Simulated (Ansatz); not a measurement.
Runs of Ansatz 0.2.0 on TiTe2. It takes space group P-3m1 (No. 164, trigonal). The conventional cell has a = 3.777 Å, b = 3.777 Å, c = 6.498 Å, α = 90.00°, β = 90.00°, γ = 120.00°. Te (site symmetry 3m) has 3 Ti at 2.77 Å as nearest neighbours. Ti (site symmetry -3m) has 6 Te at 2.77 Å as nearest neighbours. 

| task | level | cell | k mesh | smearing | points for each segment of the path | mesh quality | gap on the mesh (eV) | pressure (GPa) | relaxed volume (Å³/atom) | largest force (eV/Å) |
| --- | --- | --- | --- | --- | --- | --- | --- | --- | --- | --- |
| single point | PBE | as given | 8 × 8 × 4 | gaussian 0.012 eV | - | not flagged | none | 0.9 | - | 0.01 |
| relaxation of cell and atoms | BLYP | relaxed | 8 × 8 × 4 | fermi-dirac 0.05 eV | - | not flagged | none | 0.0 | (b) | 0.01 |
| single point | PBE | as given | 8 × 8 × 4 | gaussian 0.015 eV | - | not flagged | none | 0.9 | - | 0.01 |
| relaxation of cell and atoms | revPBE | relaxed | 8 × 8 × 4 | fermi-dirac 0.05 eV | - | not flagged | none | 0.0 | 40.80 | - |
| band structure | HF | as given | 4 × 4 × 2 | fermi-dirac 0.05 eV | 4 | coarse | 4.29 | 9.7 | - | 0.78 |
| band structure | revPBE | as given | 8 × 8 × 4 | fermi-dirac 0.05 eV | 14 | not flagged | none | (a) | - | 0.07 |
| single point | PBE | as given | 8 × 8 × 4 | gaussian 0.013 eV | - | not flagged | none | 0.9 | - | 0.01 |
| single point | PBEsol0 | as given | 5 × 5 × 3 | fermi-dirac 0.1 eV | - | coarse | none | -2.7 | - | 0.44 |

Alike in all rows: potentials or basis Ansatz PAW; no spin polarisation; cutoff (eV) 420.

Q: Estimate the missing entries.

A: (a) 2.3; (b) 44.01.

Caveats: some runs use coarse meshes; the PAW data sets come from PBE, with cores solved anew for the run's functional, which leaves a small shift of forces and pressure (some runs); this functional lacks dispersion, which binds the layers, so the pressure and a relaxed spacing across them are unreliable (some runs); the volume moved by over 15 % at a fixed basis, so the end points are rough (some runs); the plane-wave basis is chosen anew once the cell has moved, so the energies of steps on either side of that aren't comparable (some runs); this functional lacks dispersion, which binds the layers, so the pressure and a relaxed spacing across them are unreliable, and here the layers came unbound (some runs); spin-orbit coupling is left out, which moves the levels of the heavy elements (some runs); the thresholds are loose for stress (some runs).

A k mesh can miss the band edges, and the runs leave out spin-orbit coupling on Te.

A gap of «none» marks a metal or a gap under the smearing width.
